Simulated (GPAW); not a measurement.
Wanted: an ASE script for a GPAW 26.7.0 run.

| Property | Result |
| --- | --- |
| Task | single point |
| Functional | PBE |
| Potentials or basis | GPAW PAW data sets (gpaw-data 1.2.1) |
| Cutoff | 800 eV |
| Basis | pw |
| k mesh | 11 × 11 × 11 |
| Occupations | fermi-dirac, width 0.05 eV |
| Spin | no spin polarisation |
| Maxiter | 150 |

The structure of AlN lies in AlN.xyz:

```xyz
2
Lattice="0.0000000000 2.0345180000 2.0345180000 1.9938276400 0.0000000000 2.0345180000 1.9938276400 2.0345180000 0.0000000000" Properties=species:S:1:pos:R:3 pbc="T T T"
Al     1.9938276400      2.0345180000      2.0345180000
N      0.0000000000      0.0000000000      0.0000000000
```

Measurements of this composition are mostly on another form, of space group No. 186.

The cell isn't the ideal one: strain = -0.02.

These files were run (other wordings do the same):

run.py

```python
from ase.dft.bandgap import bandgap
from ase.io import read, write
from ase.units import GPa
from gpaw import GPAW, PW

atoms = read('AlN.xyz')

calc = GPAW(mode=PW(800),
            xc='PBE',
            kpts={'size': (11, 11, 11), 'gamma': True},
            occupations={'name': 'fermi-dirac', 'width': 0.05},
            nbands=11,
            convergence={'density': 1e-05, 'energy': 1e-05},
            maxiter=150,
            txt='gpaw.txt')
atoms.calc = calc
energy = atoms.get_potential_energy()
forces = atoms.get_forces()
stress = atoms.get_stress()
calc.write('gs.gpw')
write('result.traj', atoms)
print(f'Energy: {energy:.6f} eV')
print('Forces (eV/A):')
print(forces.round(4))
print('Stress (GPa):', (stress / GPa).round(3))
print('Fermi level:', round(calc.get_fermi_level(), 4), 'eV')
print(f'Gap: {bandgap(calc)[0]:.4f} eV, direct: {bandgap(calc, direct=True)[0]:.4f} eV')
```

Potentials or basis: GPAW PAW data sets (gpaw-data 1.2.1), pw.

Launch:

```bash
$ OMP_NUM_THREADS=1 python run.py
```

Results of the run:

- Pressure: 7.0 GPa
- Band gap on the k mesh: 4.60 eV, indirect (least direct gap 5.63 eV)

Caveat: the density grid can change from cell to cell, which puts small steps into energies and stress; an odd mesh through Γ misses points on the zone boundary, where band edges often lie.

Run time: 17 s on 1 thread of Arm Neoverse V2, on a shared host, peak memory 0.16 GiB.
